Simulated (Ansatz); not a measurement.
Wanted: the native input for an Ansatz 0.2.0 run.

- Task: single point
- Functional: PBEsol
- Potentials or basis: all-electron LAPW, scalar-relativistic
- Cutoff: 229 eV (chosen from the basis error)
- Basis error allowed: 0.001 eV/atom
- k mesh: 9 × 9 × 9
- Occupations: gaussian, width 0.1 eV
- Spin: no spin polarisation

The system is AlPt.

```
Pt Al
1.0
     3.09155    0.00000    0.00000
     0.00000    3.09155    0.00000
     0.00000    0.00000    3.09155
Pt Al
1 1
Cartesian
  1.5458 1.5458 1.5458
  0.0000 0.0000 0.0000
```

Measurements of this composition are mostly on another form, of space group No. 198.

The input as run:

input.yaml

```yaml
crystal:
  lattice:
    - [3.091546, 0.0, 0.0]
    - [0.0, 3.091546, 0.0]
    - [0.0, 0.0, 3.091546]
  atoms:
    - { symbol: Pt, position: [0.5, 0.5, 0.5] }
    - { symbol: Al, position: [0.0, 0.0, 0.0] }
kpoints:
  mp_grid: { grid: [9, 9, 9] }
scf:
  occupations: { method: gaussian, width: 0.1 }
hamiltonian:
  xc: pbesol
  pseudopotentials: { kind: all_electron, lapw: { basis_error: 0.001 } }
output:
  forces: true
  stress: true
  eigenvalues: true
```

Potentials or basis: all-electron LAPW, scalar-relativistic.

Launch:

```console
$ ansatz run input.yaml --threads 1 --pin off --max-ram 3072MiB --backend cpu --events-out ev --progress --plain --runs-dir out
```

Results of the run:

* Pressure: -5.7 GPa
* Band gap on the k mesh: none (metal or under the smearing width)

Run time: 8.7 s on 1 thread of Arm Neoverse V1 (shared host), peak memory 0.29 GiB.
